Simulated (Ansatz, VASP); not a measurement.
# SnO2 (Cassiterite): VASP beside Ansatz, part 2 of 2

Aim: how closely do two programs agree when they are given the same cell, functional and k mesh? The cell is taken from a series of VASP runs on this material, whose earlier steps may have relaxed, scaled or displaced it; both programs get it as it stands.

VASP 6.6.1 and Ansatz 0.2.0.

So far. Step 4 (Differences): The walks stopped with -0.02 GPa left in Ansatz and 0.02 GPa in VASP; each walk ends within a tolerance, so the volume difference is uncertain by about these residues over the bulk modulus, most in soft cells.

## (5) Ansatz: relaxation of cell and atoms, PBEsol with D3(BJ)

Level of this step: Ansatz beside VASP: Kohn-Sham DFT, plane waves, PBEsol with D3(BJ) (Ansatz).

The relaxed volume is the usual yardstick between codes: its relative difference is about their pressure difference at one cell divided by the bulk modulus. The cell compared in this pair holds 72.31 Å³, against 75.68 Å³ for the pair before.

The cell is taken from a series of VASP runs on this material, whose earlier steps may have relaxed, scaled or displaced it; both programs get it as it stands.

input.yaml

```yaml
crystal:
  lattice:
    - [4.7479080793, 0.0, 0.0]
    - [0.0, 4.7479080793, 0.0]
    - [0.0, 0.0, 3.2076164976]
  atoms:
    - { symbol: Sn, position: [0.5, 0.5, 0.5] }
    - { symbol: Sn, position: [0.0, 0.0, 0.0] }
    - { symbol: O, position: [0.8060194722, 0.1939805278, 0.5] }
    - { symbol: O, position: [0.6939805278, 0.6939805278, 0.0] }
    - { symbol: O, position: [0.1939805278, 0.8060194722, 0.5] }
    - { symbol: O, position: [0.3060194722, 0.3060194722, 0.0] }
hamiltonian:
  xc: pbesol
  pseudopotentials: { kind: paw }
  dispersion: d3bj
kpoints:
  mp_grid: { grid: [6, 6, 6] }
scf:
  occupations: { method: gaussian, width: 0.03 }
relax:
  f_tol: 0.01
  max_steps: 60
  cell: { stress_tol: 0.05 }
output:
  forces: true
  stress: true
  write_density: true
  write_potential: true
  elf: true
  volumetric_format: npy
```

The run is started by

```bash
$ ansatz run input.yaml --threads 4 --pin off --max-ram 9216MiB --backend cpu --events-out ev --progress --plain --runs-dir out
```

Numbers of over 12 decimals in the logs are rounded to 6 here.

The program printed:

```text
[...]
Crystal: 6 atoms, lattice volume = 72.308 Å³
Basis set: ecut = 420 eV, 1419 PW (Γ), exchange–correlation on 64×64×48 points (8 copies of the dense FFT grid, shifted against one another)
Bands: 32, of which v1, the nominal top of the filled ones, is band 26 counted from 1 (25 counted from 0)
Symmetry: 16 space group operations
[...]
k-points: 40 of 216
[...]
cell:  # Å, volume = 72.0899 Å³
    - [4.743739, 0, 0.0]
    - [0, 4.743739, 0.0]
    - [0.0, 0.0, 3.203562]
  atoms:
    - { symbol: Sn, position: [0.5, 0.5, 0.5] }
    - { symbol: Sn, position: [0, 0, 0.0] }
    - { symbol: O, position: [0.806029, 0.193971, 0.5] }
    - { symbol: O, position: [0.693971, 0.693971, 0.0] }
    - { symbol: O, position: [0.193971, 0.806029, 0.5] }
    - { symbol: O, position: [0.306029, 0.306029, 0.0] }
[key lines of the parts left out:]
SCF converged after 4 iterations
Free energy (F): -14144.210552 eV
Fermi energy:    9.814450 eV
P = ⅓ Tr σ = 0.0016 GPa (0.016 kbar)
```

Wall time 7.3 s (4 threads of Arm Neoverse V1, shared host); peak memory 0.43 GiB.

## (6) VASP: relaxation of cell and atoms, PBEsol with D3(BJ)

The same cell, functional, mesh and smearing now go to VASP, with its own data sets and cutoff.

INCAR

```
SYSTEM = SnO2
PREC = Accurate
ENCUT = 520
EDIFF = 1E-06
NELM = 100
ISMEAR = 0
SIGMA = 0.03
LREAL = .FALSE.
ALGO = Normal
GGA = PS
IVDW = 12
NBANDS = 32
LORBIT = 11
LWAVE = .FALSE.
LCHARG = .FALSE.
KPAR = 8
IBRION = 2
NSW = 50
ISIF = 3
EDIFFG = -0.006
```

POSCAR

```
SnO2
1.0
    4.7479080793      0.0000000000      0.0000000000
    0.0000000000      4.7479080793      0.0000000000
    0.0000000000      0.0000000000      3.2076164976
Sn O
2 4
Direct
    0.5000000000      0.5000000000      0.5000000000
    0.0000000000      0.0000000000      0.0000000000
    0.8060194722      0.1939805278      0.5000000000
    0.6939805278      0.6939805278      0.0000000000
    0.1939805278      0.8060194722      0.5000000000
    0.3060194722      0.3060194722      0.0000000000
```

KPOINTS

```
Automatic mesh
0
Gamma
6 6 6
0 0 0
```

The projector-augmented-wave data sets are Sn_d and O (PBE family, release 64).

The run is started by

```bash
$ mpirun -np 8 vasp_std
```

The program printed:

```text
[banner, memory and clock lines left out]
running    8 mpi-ranks, on    1 nodes
[...]
[... a notice as in an earlier step ...]

|                                                                             |
|               ----> ADVICE to this user running VASP <----                  |
|                                                                             |
|     You enforced a specific xc type in the INCAR file but a different       |
|     [... a line on the potential file left out ...]
|     I HOPE YOU KNOW WHAT YOU ARE DOING!                                     |
|                                                                             |

 LDA part: xc-table for (Slater+PW92), standard interpolation
 POSCAR, INCAR and KPOINTS ok, starting setup
[...]
entering main loop
       N       E                     dE             d eps       ncg     rms          rms(c)
DAV:   1     0.620246487419E+03    0.62025E+03   -0.26298E+04  2872   0.252E+03
DAV:   2     0.485739588888E+02   -0.57167E+03   -0.54928E+03  2872   0.673E+02
DAV:   3    -0.406953708042E+02   -0.89269E+02   -0.87800E+02  3000   0.217E+02
DAV:   4    -0.450130674341E+02   -0.43177E+01   -0.43031E+01  3072   0.528E+01
[...]
DAV:  12    -0.396560841582E+02   -0.24448E-05   -0.14685E-05  3352   0.262E-02    0.132E-02
DAV:  13    -0.396560810203E+02    0.31379E-05   -0.12363E-05  3296   0.514E-02    0.221E-03
DAV:  14    -0.396560811633E+02   -0.14305E-06   -0.73274E-07  1896   0.875E-03
   1 F= -.40802969E+02 E0= -.40802969E+02  d E =-.408030E+02
[...]
reached required accuracy - stopping structural energy minimisation
```

OUTCAR, selected parts (step 6):

```text
 Edisp (eV)   -1.14689

  Total      -0.00596    -0.00596     0.02028     0.00000     0.00000     0.00000
  in kB      -0.13199    -0.13199     0.44925     0.00000     0.00000     0.00000
  external pressure =        0.06 kB  Pullay stress =        0.00 kB

 POSITION                                       TOTAL-FORCE (eV/Angst)
 -----------------------------------------------------------------------------------
      2.37395      2.37395      1.60381         0.000000     -0.000000      0.000000
      0.00000      0.00000      0.00000         0.000000     -0.000000      0.000000
      3.82691      0.92100      1.60381         0.002406     -0.002406      0.000000
      3.29496      3.29496      0.00000        -0.002406     -0.002406      0.000000
      0.92100      3.82691      1.60381        -0.002406      0.002406     -0.000000
      1.45295      1.45295      0.00000         0.002406      0.002406     -0.000000
 -----------------------------------------------------------------------------------
    total drift:                                0.000000      0.000000      0.000000

  FREE ENERGIE OF THE ION-ELECTRON SYSTEM (eV)
  ---------------------------------------------------
  free  energy   TOTEN  =       -40.8029694349 eV

  energy  without entropy=      -40.8029694349  energy(sigma->0) =      -40.80296943

[... 2 parts as in an earlier step ...]

[... 2 further parts left out ...]
[key lines of the parts left out:]
E-fermi :   6.0246
```

## (7) Differences

What differs besides the data sets and the points named for the pairs above, as far as they apply: Ansatz makes its cores anew for this functional, VASP keeps those of its PBE data sets. Total energies have different zeros and are not compared.

Compared:

```tsv
quantity	Ansatz	VASP	difference
volume (Å³)	72.09	72.31	-0.30 %
edge a after relaxation, in the typed setting (Å)	4.744	4.748	-0.09 %
edge c after relaxation, in the typed setting (Å)	3.204	3.208	-0.12 %
```

The walks stopped with 0.00 GPa left in Ansatz and 0.01 GPa in VASP; each walk ends within a tolerance, so the volume difference is uncertain by about these residues over the bulk modulus, most in soft cells.

## (8) Summary of results

* difference in volume (relaxation of cell and atoms, PBE): -0.28 %
* difference in volume (relaxation of cell and atoms, PBEsol with D3(BJ)): -0.30 %

**Reading.** The difference in volume is -0.30 % (relaxation of cell and atoms, PBEsol with D3(BJ)), within the 1.2 % picked in this series as the mark of a large difference, as far as the stopping tolerances let one tell. How closely two codes agree says nothing of how well the functional describes the real material.

[Lines on the potential files, build, host, timing and source positions are cut from VASP's logs without a mark.]

[Logs are printed without paths, hosts, clocks, repeated set-up lines and the standing remarks that a program may print on its own settings, such as how far it seeks lower states.]

[Hosts, paths, dates, database ids (printed as entryN), source tags and the programs' standing remarks are cut or masked in the printed files.]
